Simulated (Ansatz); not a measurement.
# ZrN: further runs on the relaxed cell, part 2 of 2

Aim: for ZrN, relax it again with other functionals.

Ansatz 0.2.0; DFT PBE, scalar-relativistic, plane waves, PAW. Earlier steps stand in the parts before. Steps at another level of theory say so in their titles or inputs.

**3. Relaxing with PBE+D3(BJ)**

The COD entry's cell or inner coordinates are ideal or old and differ from later refinements, so a difference from it is no clean test against experiment.

Input file input.yaml:

```yaml
crystal:
  lattice:
    - [0.0, 2.2973735941, 2.2973735941]
    - [2.2973735941, 0.0, 2.2973735941]
    - [2.2973735941, 2.2973735941, 0.0]
  atoms:
    - { symbol: Zr, position: [0.5, 0.5, 0.5] }
    - { symbol: "N", position: [0.0, 0.0, 0.0] }
basis:
  ecutwfc: 420
kpoints:
  mp_grid: { grid: [16, 16, 16] }
hamiltonian:
  xc: pbe
  dispersion: d3bj
scf:
  occupations: { method: gaussian, width: 0.1 }
output:
  forces: true
  stress: true
  eigenvalues: true
relax:
  adjacent_minimum: "off"
  f_tol: 0.005
  max_steps: 50
  cell: { stress_tol: 0.05 }
```

Launch:

```sh
$ ansatz run input.yaml --threads 1 --pin off --max-ram 2560MiB --backend cpu --events-out ev --progress --plain --runs-dir out
```

Log:

```text
Warning: RAYON_NUM_THREADS=1 ignored (pool sized by the plan → 1); use --threads N
Engine: ansatz 0.2.0, x86_64-unknown-linux-gnu
Pseudopotentials: kind: paw
Pseudopotential: Zr, paw, valence charge 12, recommended cutoff 420 eV (normal), Zr.paw.azcp
Pseudopotential: N, paw, valence charge 5, recommended cutoff 420 eV (normal), N.paw.azcp
Functional definition: PBE
  parameter kappa = 0.804
  parameter beta = 0.06672455060314922
  exchange = pbe_x(kappa = kappa, mu = beta*pi^2/3)
  correlation = pbe_c(beta = beta)
Crystal: 2 atoms, lattice volume = 24.251 Å³
Basis set: ecut = 420 eV, 459 PW (Γ), exchange–correlation on 48×48×48 points (8 copies of the dense FFT grid, shifted against one another)
Bands: 13, of which v1, the nominal top of the filled ones, is band 9 counted from 1 (8 counted from 0)
Symmetry: 48 space group operations
Space group: Fm-3m (ITA 225), of the structure as read, at distance tolerance 2.9e-5 Å
k-points: 145 of 4096
Non-local potential: Zr, projectors of the file, l = 0: 3, l = 1: 2, l = 2: 2, l = 3: 2
Non-local potential: N, projectors of the file, l = 0: 2, l = 1: 2, l = 2: 1
PAW form: soft (Blöchl's): semilocal exchange-correlation on the pseudo side does not see the compensation charge
PAW one-centre angular grid: Zr, 590 points (default); XC on 64 Gauss nodes
PAW one-centre angular grid: N, 110 points (default); XC on 64 Gauss nodes
Initial density: superposition of atomic densities (neutral atoms: chi_scale 0, normalization atom), corrected by the library's trained network
Initial wavefunctions: pseudopotential atomic-orbital guess
Functional: x = pbe(κ = 0.804, μ = 0.2195149727645171), c = pbe(β = 0.06672455060314922)
SCF iter   1: F=—  HF=-4572.159821 eV  |F-HF|=—  |Δ(HF+E_count)|=         —  Δρ=1.38e-3  dr2=5.43e-4  ethr=1.77e-3  ⟨swp⟩=5.0  Hψ=9144  notcnv=0
preconditioner: auto → none  [metal: Δε(μ)=0.013 eV  Ē_g=18.816 eV  σ=0.100 eV  W_gap=0.07  n_scr=8 (ndim 8)  ℏωp=29.2 eV  f_vac=0.000  D(μ)=0.75/eV (n_scr^D=0)  sad-step TF]
SCF iter   2: F=—  HF=-4572.159559 eV  |F-HF|=—  |Δ(HF+E_count)|=   2.62e-4  Δρ=8.69e-4  dr2=2.34e-4  ethr=3.20e-6  ⟨swp⟩=2.5  Hψ=4018  notcnv=0
SCF iter   3: F=—  HF=-4572.159544 eV  |F-HF|=—  |Δ(HF+E_count)|=   1.48e-5  Δρ=2.55e-4  dr2=1.38e-5  ethr=1.37e-6  ⟨swp⟩=2.2  Hψ=2335  notcnv=0
SCF iter   4: F=—  HF=-4572.159536 eV  |F-HF|=—  |Δ(HF+E_count)|=   8.67e-6  Δρ=5.72e-5  dr2=5.42e-7  ethr=8.11e-8  ⟨swp⟩=2.1  Hψ=3037  notcnv=0
iter 5 did not close the SCF: its close was put off for the readings that it lacked (scf_convergence_deferred on its scf_iter line)
SCF iter   5: F=-4572.159536 eV  HF=-4572.159536 eV  |F-HF|=1.18e-8  |Δ(HF+E_count)|=   9.35e-8  Δρ=1.02e-5  dr2=1.33e-8  ethr=3.19e-9  ⟨swp⟩=2.0  Hψ=3065  notcnv=0
SCF iter   6: F=-4572.159536 eV  HF=-4572.159536 eV  |F-HF|=6.49e-10  |Δ(HF+E_count)|=   1.95e-8  Δρ=2.62e-6  dr2=1.03e-9  ethr=7.83e-11  ⟨swp⟩=3.0  Hψ=6394  notcnv=0
SCF 1 converged in 6 iterations: F = -4572.159536 eV  dr2 = 1.03e-9
relax step   1: F+E_penalty+E_count = -4572.15953571 eV  Δ(F+E_penalty+E_count) = +0.000e0 eV  max|allowed force component| = 1.089e-28 eV/Å  Δτ_max = 0.0000 Å  P = -5.864 GPa  Ω = 24.251 Å³  (6 SCF iters, dr2 threshold 1.00e-7 eV, accepted)
Crystal: 2 atoms, lattice volume = 23.335 Å³
Initial density: handed on by an earlier stage of this run
Initial wavefunctions: those handed on with the density
iter 1 solved again at ethr=5.20e-5 eV; its pass at ethr=3.10e-3 eV (dr2=8.85e-3 eV) is discarded
SCF iter   1: F=—  HF=-4572.169471 eV  |F-HF|=—  |Δ(HF+E_count)|=         —  Δρ=5.96e-3  dr2=9.01e-3  ethr=5.20e-5  ⟨swp⟩=1.0  Hψ=11795  notcnv=0
preconditioner: auto → none  [metal: Δε(μ)=0.009 eV  Ē_g=19.071 eV  σ=0.100 eV  W_gap=0.05  n_scr=8 (ndim 8)  ℏωp=29.8 eV  f_vac=0.000  D(μ)=0.73/eV (n_scr^D=0)]
SCF iter   2: F=—  HF=-4572.167532 eV  |F-HF|=—  |Δ(HF+E_count)|=   1.94e-3  Δρ=1.57e-3  dr2=7.70e-4  ethr=5.20e-5  ⟨swp⟩=2.1  Hψ=2209  notcnv=0
SCF iter   3: F=—  HF=-4572.167367 eV  |F-HF|=—  |Δ(HF+E_count)|=   1.64e-4  Δρ=2.71e-4  dr2=1.40e-5  ethr=4.53e-6  ⟨swp⟩=2.1  Hψ=2235  notcnv=0
SCF iter   4: F=—  HF=-4572.167363 eV  |F-HF|=—  |Δ(HF+E_count)|=   4.19e-6  Δρ=3.58e-5  dr2=1.37e-7  ethr=8.21e-8  ⟨swp⟩=2.3  Hψ=2631  notcnv=0
iter 5 did not close the SCF: its close was put off for the readings that it lacked (scf_convergence_deferred on its scf_iter line)
SCF iter   5: F=-4572.167363 eV  HF=-4572.167363 eV  |F-HF|=6.42e-10  |Δ(HF+E_count)|=   6.57e-8  Δρ=2.86e-6  dr2=6.63e-10  ethr=8.06e-10  ⟨swp⟩=2.3  Hψ=3073  notcnv=0
SCF iter   6: F=-4572.167363 eV  HF=-4572.167363 eV  |F-HF|=9.09e-13  |Δ(HF+E_count)|=  6.68e-10  Δρ=2.94e-7  dr2=8.34e-12  ethr=3.90e-12  ⟨swp⟩=1.1  Hψ=5552  notcnv=0
SCF 2 converged in 6 iterations: F = -4572.167363 eV  dr2 = 8.34e-12
relax step   2: F+E_penalty+E_count = -4572.16736307 eV  Δ(F+E_penalty+E_count) = -7.827e-3 eV  max|allowed force component| = 1.288e-29 eV/Å  Δτ_max = 0.0000 Å  P = +4.203 GPa  Ω = 23.335 Å³  energy of the carried Pulay correction = +2.119e-3 eV  (6 SCF iters, dr2 threshold 2.00e-7 eV, accepted)
Crystal: 2 atoms, lattice volume = 23.709 Å³
iter 1 solved again at ethr=1.09e-5 eV; its pass at ethr=3.10e-3 eV (dr2=1.85e-3 eV) is discarded
SCF iter   1: F=—  HF=-4572.171541 eV  |F-HF|=—  |Δ(HF+E_count)|=         —  Δρ=2.56e-3  dr2=1.70e-3  ethr=1.09e-5  ⟨swp⟩=1.0  Hψ=10554  notcnv=0
preconditioner: auto → none  [metal: Δε(μ)=0.007 eV  Ē_g=18.948 eV  σ=0.100 eV  W_gap=0.04  n_scr=8 (ndim 8)  ℏωp=29.5 eV  f_vac=0.000  D(μ)=0.75/eV (n_scr^D=8)]
SCF iter   2: F=—  HF=-4572.171182 eV  |F-HF|=—  |Δ(HF+E_count)|=   3.59e-4  Δρ=6.80e-4  dr2=1.48e-4  ethr=9.99e-6  ⟨swp⟩=2.0  Hψ=2180  notcnv=0
SCF iter   3: F=—  HF=-4572.171146 eV  |F-HF|=—  |Δ(HF+E_count)|=   3.65e-5  Δρ=1.17e-4  dr2=2.81e-6  ethr=8.68e-7  ⟨swp⟩=2.1  Hψ=2202  notcnv=0
iter 4 did not close the SCF: its close was put off for the readings that it lacked (scf_convergence_deferred on its scf_iter line)
SCF iter   4: F=-4572.171146 eV  HF=-4572.171146 eV  |F-HF|=8.44e-9  |Δ(HF+E_count)|=   1.40e-7  Δρ=1.74e-5  dr2=3.63e-8  ethr=1.65e-8  ⟨swp⟩=2.2  Hψ=2431  notcnv=0
iter 5 did not close the SCF: its close was put off for the readings that it lacked (scf_convergence_deferred on its scf_iter line)
SCF iter   5: F=-4572.171146 eV  HF=-4572.171146 eV  |F-HF|=1.86e-10  |Δ(HF+E_count)|=   1.39e-8  Δρ=1.47e-6  dr2=1.75e-10  ethr=2.14e-10  ⟨swp⟩=2.4  Hψ=3112  notcnv=0
SCF iter   6: F=-4572.171146 eV  HF=-4572.171146 eV  |F-HF|=9.09e-13  |Δ(HF+E_count)|=  1.95e-10  Δρ=1.39e-7  dr2=1.23e-12  ethr=1.03e-12  ⟨swp⟩=1.0  Hψ=5359  notcnv=0
SCF 3 converged in 6 iterations: F = -4572.171146 eV  dr2 = 1.23e-12
relax step   3: F+E_penalty+E_count = -4572.17114558 eV  Δ(F+E_penalty+E_count) = -3.783e-3 eV  max|allowed force component| = 9.696e-30 eV/Å  Δτ_max = 0.0000 Å  P = -0.151 GPa  Ω = 23.709 Å³  energy of the carried Pulay correction = +1.244e-3 eV  (6 SCF iters, dr2 threshold 2.00e-7 eV, accepted)
Crystal: 2 atoms, lattice volume = 23.695 Å³
iter 1 solved again at ethr=1.34e-8 eV; its pass at ethr=3.10e-3 eV (dr2=2.28e-6 eV) is discarded
SCF iter   1: F=—  HF=-4572.171187 eV  |F-HF|=—  |Δ(HF+E_count)|=         —  Δρ=8.99e-5  dr2=2.10e-6  ethr=1.34e-8  ⟨swp⟩=1.1  Hψ=10153  notcnv=0
preconditioner: auto → none  [metal: Δε(μ)=0.015 eV  Ē_g=18.958 eV  σ=0.100 eV  W_gap=0.09  n_scr=8 (ndim 8)  ℏωp=29.5 eV  f_vac=0.000  D(μ)=0.74/eV (n_scr^D=0)]
SCF iter   2: F=—  HF=-4572.171183 eV  |F-HF|=—  |Δ(HF+E_count)|=   3.96e-6  Δρ=2.35e-5  dr2=1.77e-7  ethr=1.24e-8  ⟨swp⟩=2.1  Hψ=2183  notcnv=0
iter 3 did not close the SCF: its close was put off for the readings that it lacked (scf_convergence_deferred on its scf_iter line)
SCF iter   3: F=-4572.171183 eV  HF=-4572.171183 eV  |F-HF|=1.54e-9  |Δ(HF+E_count)|=   3.85e-8  Δρ=4.10e-6  dr2=3.56e-9  ethr=1.04e-9  ⟨swp⟩=2.1  Hψ=2190  notcnv=0
iter 4 did not close the SCF: its close was put off for the readings that it lacked (scf_convergence_deferred on its scf_iter line)
SCF iter   4: F=-4572.171183 eV  HF=-4572.171183 eV  |F-HF|=1.36e-11  |Δ(HF+E_count)|=  2.16e-10  Δρ=6.00e-7  dr2=3.93e-11  ethr=2.09e-11  ⟨swp⟩=2.2  Hψ=2549  notcnv=0
iter 5 did not close the SCF: its close was put off for the readings that it lacked (scf_convergence_deferred on its scf_iter line)
SCF iter   5: F=-4572.171183 eV  HF=-4572.171183 eV  |F-HF|=0.00e0  |Δ(HF+E_count)|=  1.64e-11  Δρ=4.70e-8  dr2=1.83e-13  ethr=1.00e-12  ⟨swp⟩=1.0  Hψ=1889  notcnv=0
SCF iter   6: F=-4572.171183 eV  HF=-4572.171183 eV  |F-HF|=0.00e0  |Δ(HF+E_count)|=    0.00e0  Δρ=8.53e-9  dr2=2.46e-15  ethr=1.00e-12  ⟨swp⟩=1.1  Hψ=4360  notcnv=0
SCF 4 converged in 6 iterations: F = -4572.171183 eV  dr2 = 2.46e-15
relax step   4: F+E_penalty+E_count = -4572.17118329 eV  Δ(F+E_penalty+E_count) = -3.770e-5 eV  max|allowed force component| = 1.795e-29 eV/Å  Δτ_max = 0.0000 Å  P = -0.000 GPa  Ω = 23.695 Å³  energy of the carried Pulay correction = +1.275e-3 eV  (6 SCF iters, dr2 threshold 5.72e-8 eV, accepted)
Initial wavefunctions: pseudopotential atomic-orbital guess (no wavefunctions were taken with the density)
iter 1 solved again at ethr=2.87e-8 eV; its pass at ethr=3.10e-3 eV (dr2=4.88e-6 eV) is discarded
SCF iter   1: F=—  HF=-4572.170039 eV  |F-HF|=—  |Δ(HF+E_count)|=         —  Δρ=1.04e-4  dr2=3.99e-7  ethr=2.87e-8  ⟨swp⟩=3.4  Hψ=15170  notcnv=0
preconditioner: auto → none  [metal: Δε(μ)=0.015 eV  Ē_g=18.958 eV  σ=0.100 eV  W_gap=0.08  n_scr=8 (ndim 8)  ℏωp=29.5 eV  f_vac=0.000  D(μ)=0.75/eV (n_scr^D=0)]
SCF iter   2: F=—  HF=-4572.170036 eV  |F-HF|=—  |Δ(HF+E_count)|=   3.49e-6  Δρ=4.93e-5  dr2=6.36e-8  ethr=2.35e-9  ⟨swp⟩=2.0  Hψ=2466  notcnv=0
SCF iter   3: F=—  HF=-4572.170036 eV  |F-HF|=—  |Δ(HF+E_count)|=   2.45e-7  Δρ=6.59e-6  dr2=1.26e-9  ethr=3.74e-10  ⟨swp⟩=2.0  Hψ=2544  notcnv=0
SCF iter   4: F=—  HF=-4572.170036 eV  |F-HF|=—  |Δ(HF+E_count)|=   5.24e-9  Δρ=5.18e-7  dr2=2.42e-11  ethr=7.43e-12  ⟨swp⟩=2.0  Hψ=2580  notcnv=0
iter 5 did not close the SCF: its close was put off for the readings that it lacked (scf_convergence_deferred on its scf_iter line)
SCF iter   5: F=-4572.170036 eV  HF=-4572.170036 eV  |F-HF|=1.82e-12  |Δ(HF+E_count)|=  1.55e-11  Δρ=1.16e-7  dr2=1.41e-12  ethr=1.00e-12  ⟨swp⟩=1.0  Hψ=1885  notcnv=0
iter 6 did not close the SCF: its close was put off for the readings that it lacked (scf_convergence_deferred on its scf_iter line)
SCF iter   6: F=-4572.170036 eV  HF=-4572.170036 eV  |F-HF|=9.09e-13  |Δ(HF+E_count)|=  1.82e-12  Δρ=1.45e-8  dr2=2.22e-14  ethr=1.00e-12  ⟨swp⟩=1.0  Hψ=1885  notcnv=0
iter 7 did not close the SCF: its close was put off for the readings that it lacked (scf_convergence_deferred on its scf_iter line)
SCF iter   7: F=-4572.170036 eV  HF=-4572.170036 eV  |F-HF|=2.73e-12  |Δ(HF+E_count)|=    0.00e0  Δρ=1.87e-9  dr2=4.23e-16  ethr=1.00e-12  ⟨swp⟩=1.0  Hψ=1885  notcnv=0
iter 8 did not close the SCF: its close was put off for the readings that it lacked (scf_convergence_deferred on its scf_iter line)
SCF iter   8: F=-4572.170036 eV  HF=-4572.170036 eV  |F-HF|=0.00e0  |Δ(HF+E_count)|=    0.00e0  Δρ=3.17e-10  dr2=4.25e-18  ethr=1.00e-12  ⟨swp⟩=1.0  Hψ=1885  notcnv=0
SCF iter   9: F=-4572.170036 eV  HF=-4572.170036 eV  |F-HF|=9.09e-13  |Δ(HF+E_count)|=  9.09e-13  Δρ=9.18e-11  dr2=2.93e-19  ethr=1.00e-12  ⟨swp⟩=2.0  Hψ=4515  notcnv=0
SCF 5 converged in 9 iterations: F = -4572.170036 eV  dr2 = 2.93e-19
relax step   5: F+E_penalty+E_count = -4572.17003593 eV  Δ(F+E_penalty+E_count) = +1.147e-3 eV  max|allowed force component| = 7.396e-30 eV/Å  Δτ_max = 0.0000 Å  P = -0.075 GPa  Ω = 23.695 Å³  stress off target by 7.51e-2 GPa  SCF on the basis re-selected at this cell (its energy is not comparable with the rows above)  (9 SCF iters)
basis re-selected at this cell: Δ(F+E_penalty+E_count) = +1.147e-3 eV, ΔP = -0.075 GPa vs the last step (what re-selecting the basis moved, of the pressure what is left beyond the Pulay correction that the steps carried, after the strain that the cell walked since its last selection, with what the two solves' SCF thresholds leave and, on support functions, any second-order correction that the steps lacked; it is no measure of the basis error at this ecutwfc). This SCF's stress stands 7.51e-2 GPa from its target on what of the cell is left free (relax.cell.stress_tol is 5.00e-2 GPa) and its largest allowed force component is 7.40e-30 eV/Å (relax.f_tol is 5.00e-3 eV/Å): not within both, so this SCF does not close the relaxation
Crystal: 2 atoms, lattice volume = 23.689 Å³
iter 1 solved again at ethr=3.35e-9 eV; its pass at ethr=3.10e-3 eV (dr2=5.70e-7 eV) is discarded
SCF iter   1: F=—  HF=-4572.170057 eV  |F-HF|=—  |Δ(HF+E_count)|=         —  Δρ=4.50e-5  dr2=5.25e-7  ethr=3.35e-9  ⟨swp⟩=1.1  Hψ=10103  notcnv=0
preconditioner: auto → none  [metal: Δε(μ)=0.015 eV  Ē_g=18.960 eV  σ=0.100 eV  W_gap=0.08  n_scr=8 (ndim 8)  ℏωp=29.5 eV  f_vac=0.000  D(μ)=0.74/eV (n_scr^D=0)]
SCF iter   2: F=—  HF=-4572.170053 eV  |F-HF|=—  |Δ(HF+E_count)|=   3.57e-6  Δρ=1.17e-5  dr2=4.35e-8  ethr=3.09e-9  ⟨swp⟩=2.1  Hψ=2205  notcnv=0
iter 3 did not close the SCF: its close was put off for the readings that it lacked (scf_convergence_deferred on its scf_iter line)
SCF iter   3: F=-4572.170053 eV  HF=-4572.170053 eV  |F-HF|=3.87e-10  |Δ(HF+E_count)|=   9.41e-9  Δρ=2.05e-6  dr2=8.95e-10  ethr=2.56e-10  ⟨swp⟩=2.0  Hψ=2193  notcnv=0
iter 4 did not close the SCF: its close was put off for the readings that it lacked (scf_convergence_deferred on its scf_iter line)
SCF iter   4: F=-4572.170053 eV  HF=-4572.170053 eV  |F-HF|=1.82e-12  |Δ(HF+E_count)|=  5.37e-11  Δρ=2.99e-7  dr2=9.55e-12  ethr=5.26e-12  ⟨swp⟩=2.2  Hψ=2554  notcnv=0
iter 5 did not close the SCF: its close was put off for the readings that it lacked (scf_convergence_deferred on its scf_iter line)
SCF iter   5: F=-4572.170053 eV  HF=-4572.170053 eV  |F-HF|=0.00e0  |Δ(HF+E_count)|=  4.55e-12  Δρ=2.30e-8  dr2=4.33e-14  ethr=1.00e-12  ⟨swp⟩=1.0  Hψ=1885  notcnv=0
iter 6 did not close the SCF: its close was put off for the readings that it lacked (scf_convergence_deferred on its scf_iter line)
SCF iter   6: F=-4572.170053 eV  HF=-4572.170053 eV  |F-HF|=0.00e0  |Δ(HF+E_count)|=  9.09e-13  Δρ=4.11e-9  dr2=5.97e-16  ethr=1.00e-12  ⟨swp⟩=1.0  Hψ=1885  notcnv=0
SCF iter   7: F=-4572.170053 eV  HF=-4572.170053 eV  |F-HF|=0.00e0  |Δ(HF+E_count)|=  9.09e-13  Δρ=6.47e-10  dr2=2.44e-17  ethr=1.00e-12  ⟨swp⟩=1.0  Hψ=4350  notcnv=0
SCF 6 converged in 7 iterations: F = -4572.170053 eV  dr2 = 2.44e-17
relax step   6: F+E_penalty+E_count = -4572.17005315 eV  Δ(F+E_penalty+E_count) = -1.722e-5 eV  max|allowed force component| = 8.447e-30 eV/Å  Δτ_max = 0.0000 Å  P = -0.000 GPa  Ω = 23.689 Å³  energy of the carried Pulay correction = +1.564e-5 eV  (7 SCF iters, dr2 threshold 1.41e-8 eV, accepted)
iter 1 solved again at ethr=2.72e-8 eV; its pass at ethr=3.10e-3 eV (dr2=4.62e-6 eV) is discarded
SCF iter   1: F=—  HF=-4572.170024 eV  |F-HF|=—  |Δ(HF+E_count)|=         —  Δρ=2.91e-6  dr2=3.03e-10  ethr=2.72e-8  ⟨swp⟩=3.4  Hψ=15212  notcnv=0
eigensolver tolerance schedule: the retry pair's looser diagonalisation over-reported the residual by 15271.85 of it (diagonalisation noise at 0.15 of the residual, at the tolerance the schedule requests for it); recorded, not acted on — ethr = c·dr2/N_el stays at c = 1.0e-1
SCF iter   2: F=—  HF=-4572.170020 eV  |F-HF|=—  |Δ(HF+E_count)|=   3.61e-6  Δρ=1.45e-6  dr2=5.56e-11  ethr=1.78e-12  ⟨swp⟩=2.8  Hψ=3687  notcnv=0
iter 3 did not close the SCF: its close was put off for the readings that it lacked (scf_convergence_deferred on its scf_iter line)
SCF iter   3: F=-4572.170020 eV  HF=-4572.170020 eV  |F-HF|=1.82e-12  |Δ(HF+E_count)|=  2.47e-10  Δρ=2.03e-7  dr2=2.62e-12  ethr=1.00e-12  ⟨swp⟩=2.3  Hψ=2433  notcnv=0
iter 4 did not close the SCF: its close was put off for the readings that it lacked (scf_convergence_deferred on its scf_iter line)
SCF iter   4: F=-4572.170020 eV  HF=-4572.170020 eV  |F-HF|=0.00e0  |Δ(HF+E_count)|=  2.73e-12  Δρ=3.84e-8  dr2=7.72e-14  ethr=1.00e-12  ⟨swp⟩=1.0  Hψ=1885  notcnv=0
iter 5 did not close the SCF: its close was put off for the readings that it lacked (scf_convergence_deferred on its scf_iter line)
SCF iter   5: F=-4572.170020 eV  HF=-4572.170020 eV  |F-HF|=0.00e0  |Δ(HF+E_count)|=  9.09e-13  Δρ=1.11e-8  dr2=8.54e-15  ethr=1.00e-12  ⟨swp⟩=1.0  Hψ=1885  notcnv=0
iter 6 did not close the SCF: its close was put off for the readings that it lacked (scf_convergence_deferred on its scf_iter line)
SCF iter   6: F=-4572.170020 eV  HF=-4572.170020 eV  |F-HF|=0.00e0  |Δ(HF+E_count)|=  1.82e-12  Δρ=1.55e-9  dr2=2.29e-16  ethr=1.00e-12  ⟨swp⟩=1.0  Hψ=1885  notcnv=0
SCF iter   7: F=-4572.170020 eV  HF=-4572.170020 eV  |F-HF|=0.00e0  |Δ(HF+E_count)|=  1.82e-12  Δρ=2.28e-10  dr2=7.89e-18  ethr=1.00e-12  ⟨swp⟩=1.9  Hψ=4848  notcnv=0
SCF 7 converged in 7 iterations: F = -4572.170020 eV  dr2 = 7.89e-18
relax step   7: F+E_penalty+E_count = -4572.17002018 eV  Δ(F+E_penalty+E_count) = +3.297e-5 eV  max|allowed force component| = 5.489e-30 eV/Å  Δτ_max = 0.0000 Å  P = -0.001 GPa  Ω = 23.689 Å³  stress off target by 5.87e-4 GPa  SCF on the basis re-selected at this cell (its energy is not comparable with the rows above)  (7 SCF iters)
basis re-selected at this cell: Δ(F+E_penalty+E_count) = +3.297e-5 eV, ΔP = -0.000 GPa vs the last step (what re-selecting the basis moved, of the pressure what is left beyond the Pulay correction that the steps carried, after the strain that the cell walked since its last selection, with what the two solves' SCF thresholds leave and, on support functions, any second-order correction that the steps lacked; it is no measure of the basis error at this ecutwfc). This SCF's stress stands 5.87e-4 GPa from its target on what of the cell is left free (relax.cell.stress_tol is 5.00e-2 GPa) and its largest allowed force component is 5.49e-30 eV/Å (relax.f_tol is 5.00e-3 eV/Å): within both
SCF converged after 7 iterations
Free energy (F): -4572.170020 eV
Harris-Foulkes:  -4572.170020 eV  (|F-HF|=0.00e0)
Internal energy: -4572.166296 eV  (E = F + TS)
E sigma→0 (E₀):  -4572.168158 eV
Entropy (-TS):   -0.003724 eV (-1.862 meV/atom)
Fermi energy:    18.003074 eV
--- Per-component energies (eV) ---
  E_band       = -20.574209
  E_kinetic    = 468.880311
  E_local      = -613.011309  (includes V_loc(G=0)·N_el)
  E_nonlocal   = 123.211149
  E_hartree    = 185.024022
  E_xc         = -224.678263
  E_vxc        = -271.299939  (∫ρ·V_xc dr)
  E_paw        = -3080.524221  (= ΣΔE_a)
  E_vpaw       = -98.402583  (= ΣTr[D̂ρ^β])
  E_aug_tail   = 0.000117  (compensation charges beyond the density's cutoff)
  E_ewald      = -1430.200547
  E_disp       = -0.867556  (pairwise vdW)
  E_smearing   = -0.003724  (= −TS)
  E_closure    = 0.000000  (closes the sum)
  Σ components = -4572.170020   (vs F -4572.170020, Δ=0.00e0)
--- Forces (eV/Å), atoms counted from 1 ---
  atom   1  Zr     0.00000000    -0.00000000     0.00000000
  atom   2  N     -0.00000000     0.00000000     0.00000000
  max |Σ_I F_I| component: 1.01e-29 eV/Å
--- Stress (GPa, compression-positive) ---
       -0.000587       0.000000       0.000000
       -0.000000      -0.000587      -0.000000
       -0.000000       0.000000      -0.000587
  P = ⅓ Tr σ = -0.0006 GPa (-0.006 kbar)
--- Band table (eV; the first three rows and the last of 145) ---
  k-point 0: bands = ["-31.5386", "-9.1434", "-9.1434", "-9.1434", "1.6479", "15.3222", "15.3222", "15.3222", "17.5957", "17.5957", "17.5957", "19.6245", "19.6245"]
  k-point 1: bands = ["-31.5329", "-9.1965", "-9.1472", "-9.1472", "1.7315", "14.9717", "15.0811", "15.0811", "17.7200", "17.7200", "17.7220", "19.9264", "19.9264"]
  k-point 2: bands = ["-31.5166", "-9.3442", "-9.1580", "-9.1580", "1.9688", "14.1769", "14.5348", "14.5348", "17.9640", "18.0403", "18.0403", "20.6969", "20.6969"]
  k-point 144: bands = ["-31.3360", "-9.8292", "-9.8292", "-9.5908", "2.7949", "12.5030", "13.2394", "13.2394", "19.0443", "19.0443", "22.6593", "22.7697", "24.0703"]
--- Relaxed structure (5 steps of the walk, 5 accepted, 2 SCFs on fresh bases) ---
  F+E_penalty+E_count = -4572.17002018 eV   max|allowed force component| = 5.489e-30 eV/Å   (the final SCF, on the basis selected at the relaxed cell)
  cell:  # Å, volume = 23.6885 Å³
    - [7.643058050037494e-34, 2.2794806189907417, 2.2794806189907417]
    - [2.2794806189907417, 2.0361584327637764e-34, 2.2794806189907417]
    - [2.2794806189907417, 2.2794806189907417, 4.078288006016821e-34]
  atoms:
    - { symbol: Zr, position: [0.5, 0.5, 0.5] }
    - { symbol: N, position: [6.706545071584034e-34, -8.10374196149729e-34, -5.8682269376361125e-34] }
```

It took 25 s on 1 thread of Intel Xeon Platinum 8259CL at 2.50GHz (Skylake/Cascade Lake), shared host; peak memory 0.41 GiB.

The steps of the relaxation:

| step | energy from step 1 (eV/cell) | largest force component (eV/Å) | pressure (GPa) | volume (Å³) |
| --- | --- | --- | --- | --- |
| 1 | 0.0000 | 0.0000 | -5.86 | 24.25 |
| 2 | -0.0078 | 0.0000 | 4.20 | 23.33 |
| 3 | -0.0116 | 0.0000 | -0.15 | 23.71 |
| 4 | -0.0116 | 0.0000 | 0.00 | 23.70 |
| 5 | -0.0105 | 0.0000 | -0.08 | 23.70 |
| 6 | -0.0105 | 0.0000 | 0.00 | 23.69 |
| 7 | -0.0105 | 0.0000 | 0.00 | 23.69 |

Step 1 is the start. Steps 5, 7 each repeat the geometry before them on a plane-wave basis chosen anew, so the energy can jump there without any move.

Lengths and angles in the start's conventional setting:

|  | before | after | change |
| --- | --- | --- | --- |
| a (Å) | 4.595 | 4.559 | -0.8 % |
| b (Å) | 4.595 | 4.559 | -0.8 % |
| c (Å) | 4.595 | 4.559 | -0.8 % |
| volume (Å³/atom) | 12.13 | 11.84 | -2.3 % |
| shortest distance (Å) | 2.297 | 2.279 | -0.8 % |
| space group (0.01 Å) | Fm-3m | Fm-3m | same |

The run keeps the 48 symmetry operations of the start, so it could not have lowered the symmetry.

**4. Relaxed cells side by side**

Lengths are those of the vectors of the cell that was run.

| functional | a (Å) | b (Å) | c (Å) | volume (Å³/atom) | against the listed cell | gap on the mesh (eV) |
| --- | --- | --- | --- | --- | --- | --- |
| PBE | 3.249 | 3.249 | 3.249 | 12.13 | -0.3 % | 0.00 |
| LDA | 3.199 | 3.199 | 3.199 | 11.58 | -4.8 % | 0.00 |
| PBE+D3(BJ) | 3.224 | 3.224 | 3.224 | 11.84 | -2.7 % | 0.00 |

**5. Reading**

What follows sums up all 2 parts.

The volumes rise in the order LDA, PBE+D3(BJ), PBE, over 4.7 %. PBE comes nearest to the reported cell (-0.3 %), which holds thermal expansion that these runs lack. The final runs have no spin polarisation, so no magnetic state was tried and one may lie lower.
